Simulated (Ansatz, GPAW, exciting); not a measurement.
Si2Mo: 3 runs at one level of theory

```
CELL_PARAMETERS angstrom
-1.60000 1.60000 3.93050
1.60000 -1.60000 3.93050
1.60000 1.60000 -3.93050
ATOMIC_POSITIONS crystal
Mo 0.00000 0.00000 0.00000
Si 0.66700 0.66700 0.00000
Si 0.33300 0.33300 0.00000
```

Alike in all runs: task single point; functional PBE; k mesh 12 × 12 × 12; occupations gaussian, width 0.011 eV; no spin polarisation; no spin-orbit coupling. Pressure is positive in compression and, in plane waves, holds the error of the finite cutoff, which Ansatz's Pulay term estimates and takes out.

| program and potentials | plane-wave cutoff (eV) | notes | band gap (eV) | pressure (GPa) | largest force (eV/Å) |
| --- | --- | --- | --- | --- | --- |
| Ansatz, Ansatz PAW | 420 | Pulay term of +0.04 GPa included | no gap | 2.23 | 0.276 |
| GPAW, GPAW PAW data sets (gpaw-data 1.2.1) | 600 | - | ? | ? | ? |
| exciting, all-electron LAPW+lo, shipped species files, valence relativity iora* | - | - | no gap | - | 0.281 |

Task: Estimate from the other rows what the run with GPAW, GPAW PAW data sets (gpaw-data 1.2.1) gave.

Result: No band gap; pressure 2.83 GPa; largest force 0.263 eV/Å. The other rows, which needn't bracket it: pressure 2.23; largest force 0.276 to 0.281.
